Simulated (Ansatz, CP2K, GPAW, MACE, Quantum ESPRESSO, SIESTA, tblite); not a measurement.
**Other levels on generalised stacking fault on (110) of a LiCl-LiBr solid solution (56 atoms)**

The cell holds 56 atoms: 28 Li, 10 Br and 18 Cl. Cell: a = 7.448 Å, b = 5.266 Å, c = 26.357 Å, α = 90.0°, β = 85.3°, γ = 90.0°. Rock-salt LiCl lattice (a = 5.2663 Å, the value set for the mixture), cell with z along [110], 2 x 1 x 7 periods; the third cell vector is tilted by 0.583 of 1/2[1-10] and lengthened by 0.2 Å, so the cell holds one fault; displaced by a Gaussian of 0.01 Å; 10 of 28 Cl sites given to Br at random (lattice constant by Vegard's rule between LiCl and LiBr). Then every atom was moved at random, 0.02 Å r.m.s. a Cartesian component.

Geometry: as built.

The reference, a calculation:

| Property | Result |
| --- | --- |
| method | Kohn-Sham DFT, PBE, PAW, plane waves (Ansatz 0.2.0); cutoff 420 eV, Γ point, fermi-dirac smearing of 0.05 eV; PAW set soft_2 |
| r.m.s. force component | 0.5131 eV/Å |
| longest force | 3.113 eV/Å |
| pressure | 0.7208 GPa |
| gap (highest filled to lowest empty level) | 5.255 eV |
| SCF cycles | 7 |
| time | 6.9 s on 4 threads of Arm Neoverse V1, shared host |
| CPU time | 24 s |

Runs, in no order:
A. MACE MP-0b3 medium potential: machine-learned interatomic potential MACE MP-0b3 medium, trained on PBE(+U) plane-wave data
B. CP2K PBE, TZVP-MOLOPT (SR for Li), 800/50 Ry, diagonalisation: Kohn-Sham DFT, PBE, GTH-PBE pseudopotentials, Gaussian and plane waves, TZVP-MOLOPT-GTH, diagonalisation
C. QE PBE, sssp-1.3.0-efficiency, 45/360 Ry: Kohn-Sham DFT, PBE, SSSP efficiency 1.3.0 pseudopotentials, plane waves
D. CP2K PBE, DZVP-UZH, 800/50 Ry, diagonalisation: Kohn-Sham DFT, PBE, GTH-PBE pseudopotentials, Gaussian and plane waves, DZVP-MOLOPT (UZH set), diagonalisation
E. GPAW PBE, LCAO dzp, h 0.2 Å: Kohn-Sham DFT, PBE, PAW, atomic orbitals (dzp)

**Question.** Rank the runs by how far their forces lie from the reference's, least first.

C, B, D, A, E.

```tsv
run	Δ force, r.m.s. (meV/Å)	share of r.m.s. force (%)	CPU time
C. QE PBE, sssp-1.3.0-efficiency, 45/360 Ry	2.44	0.475	7.9 min
B. CP2K PBE, TZVP-MOLOPT (SR for Li), 800/50 Ry, diagonalisation	12.1	2.37	11 min
D. CP2K PBE, DZVP-UZH, 800/50 Ry, diagonalisation	24.9	4.84	6.8 min
A. MACE MP-0b3 medium potential	34.9	6.80	8.9 s
E. GPAW PBE, LCAO dzp, h 0.2 Å	85.9	16.7	71 s
```

Machine-learned potentials mimic data converged in k, so the reference's own k-point error enters their differences. The electronic-structure runs sample only Γ, in a cell whose shortest periodic width is 5 Å.

[Logs are printed without paths, hosts, clocks, repeated set-up lines and the standing remarks that a program may print on its own settings, such as how far it seeks lower states.]

[Hosts, paths, dates, database ids (printed as entryN), source tags and the programs' standing remarks are cut or masked in the printed files.]
